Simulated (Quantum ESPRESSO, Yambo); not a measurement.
An input for Yambo 5.3.0 (BeS (F-43m)):

```
optics
bss
bse
em1s
dipoles
rim_cut
RandQpts= 1000000
RandGvec= 1 RL
Chimod= "HARTREE"
BSKmod= "SEX"
BSEmod= "resonant"
BSSmod= "d"
BSENGexx= 30 Ry
BSENGBlk= 4 Ry
% BSEQptR
 1 | 1 |
%
% BSEBands
 3 | 9 |
%
% BEnRange
 0 | 10 | eV
%
% BDmRange
 0.1 | 0.1 | eV
%
BEnSteps= 101
% BLongDir
 1 | 0 | 0 |
%
% BndsRnXs
 1 | 35 |
%
NGsBlkXs= 4 Ry
% LongDrXs
 1 | 1 | 1 |
%
% KfnQP_E
 1.775 | 1.0 | 1.0 |
%
WRbsWF
```

The database entry behind the starting cell differs from later determinations by our own check (0.1 to 0.3 % short, probably kX units), so it need not match the best structure at ambient conditions.

```sh
OMP_NUM_THREADS=1 mpirun -n 4 yambo -F bse14.in -J bse14 -C bse14 > bse14.log
```

The stored states that it reads are on a 8×8×8 mesh. It takes space group F-43m (No. 216, cubic). Conventional cell: a = 4.850 Å, b = 4.850 Å, c = 4.850 Å, α = 90.00°, β = 90.00°, γ = 90.00°. Nearest to Be lie 4 S at 2.10 Å. Nearest to S lie 4 Be at 2.10 Å. Farther neighbours and most contacts between anions are not listed.

**Question.** How long will it take on 4 MPI ranks of Arm Neoverse V1, shared host, and how much memory?

It took 13 min; on shared hardware allow 6.7 min to 27 min. Peak host memory was 3.6 GiB.

The kernel grows as the square of the matrix size, and full diagonalisation as its cube.

[Paths, hosts, dates, memory and timing lines, banners, echoed tables and standing remarks are left out of the program output.]

[Logs are printed without paths, hosts, clocks, repeated set-up lines and the standing remarks that a program may print on its own settings, such as how far it seeks lower states.]

[Runs of the session that timed out or met a known fault of the program may be left out.]

[Hosts, paths, dates, database ids (printed as entryN), source tags and the programs' standing remarks are cut or masked in the printed files.]
